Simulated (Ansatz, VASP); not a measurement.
BAs in VASP and in Ansatz

```
B As
1.0
     0.00000    2.57958    2.29296
     2.57958    0.00000    2.29296
     2.57958    2.57958    0.00000
B As
1 1
Direct
  0.00000 0.00000 0.00000
  0.75000 0.75000 0.75000
```

Change from the starting cell: strain +0.080 along x and y, -0.040 along z, atoms carried along.

Alike in both runs: task single point; functional LDA; k mesh 10 × 10 × 10; occupations gaussian, width 0.05 eV; no spin polarisation.

|  | VASP | Ansatz |
| --- | --- | --- |
| version | VASP 6.6.1 | Ansatz 0.2.0 |
| potentials or method | VASP PAW LDA potentials, release 64 (B, As) | scalar-relativistic, plane waves, PAW |
| plane-wave cutoff (eV) | 520 | 420 |
| valence electrons in the cell | 8 | 18 |

```csv
,VASP,Ansatz,Ansatz less VASP
gap on the k mesh at the Fermi level (eV),none,none,-
pressure (GPa),-15.1,-15.5,-0.47
largest component of the traceless stress (GPa),12.04,12.09,+0.042
```

A gap of «none» marks a metal or a gap that the smearing closes. The two sets of potentials don't hold the same shells in valence.

Caveats: so large a pressure means that the cell lies far from this level's equilibrium, or that cutoff or potentials fall short (VASP).
